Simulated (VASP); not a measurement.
## Rh: relaxation of the atoms with PBE

Rh, a slab with vacuum:

```
CELL_PARAMETERS angstrom
2.71935 0.00000 0.00000
-1.35967 2.35502 0.00000
0.00000 0.00000 27.82628
ATOMIC_POSITIONS crystal
Rh 0.66667 0.33333 0.38174
Rh 0.33333 0.66667 0.46058
Rh 0.00000 0.00000 0.53942
Rh 0.66667 0.33333 0.61826
```

The cell was built by a generator and needn't be a form met in nature.

- Program: VASP 6.6.1
- Task: relaxation of the atoms
- Functional: PBE
- Potentials or basis: VASP PAW PBE potentials, release 64 (Rh_pv)
- Cutoff: 520 eV
- k mesh: 14 × 14 × 1
- Occupations: methfessel-paxton, width 0.1 eV
- Spin: no spin polarisation
- Dipole correction: yes
- Further INCAR settings: ALGO = Normal; EDIFF = 1e-07; IBRION = 2; EDIFFG = -0.02; NSW = 90

The energy gained by relaxing is 2.8 meV/atom and the ionic steps are 5. The largest force after relaxing is 0.014 eV/Å and the band gap on the k mesh is none (metal or under the smearing width).

Forces on the atoms (eV/Å):
```
Rh   0.000  0.000  0.014
Rh   0.000  0.000 -0.009
Rh   0.000  0.000  0.009
Rh   0.000  0.000 -0.014
```

The path:
| step | energy change (eV) | largest force (eV/Å) | pressure (GPa) |
| --- | --- | --- | --- |
| 1 | 0.0000 | 0.2581 | -2.35 |
| 2 | -0.0053 | 0.1666 | -2.13 |
| 3 | -0.0084 | 0.1714 | -1.79 |
| 4 | -0.0108 | 0.0372 | -1.64 |
| 5 | -0.0110 | 0.0143 | -1.59 |

Final structure:
```
Rh
1.0
     2.71935    0.00000    0.00000
    -1.35967    2.35502    0.00000
     0.00000    0.00000   27.82628
Rh
4
Cartesian
  1.3597 0.7850 10.6633
  0.0000 1.5700 12.8273
  0.0000 0.0000 14.9990
  1.3597 0.7850 17.1630
```

Levels at points of the mesh, in eV from the Fermi level:
| k point | band 26 | band 27 | band 28 | band 29 | band 30 | band 31 | band 32 | band 33 |
| --- | --- | --- | --- | --- | --- | --- | --- | --- |
| (0.00, 0.00, 0.00) | -2.27 | -1.81 | -0.98 | -0.98 | -0.75 | -0.75 | 0.00 | 0.00 |
| (0.50, 0.00, 0.00) | -0.17 | 0.32 | 0.39 | 0.51 | 0.71 | 1.02 | 1.06 | 1.84 |

It took 8.6 min on 1 thread of Intel(R) Xeon(R) Platinum 8488C (Sapphire Rapids) (shared host), peak memory 0.34 GiB.
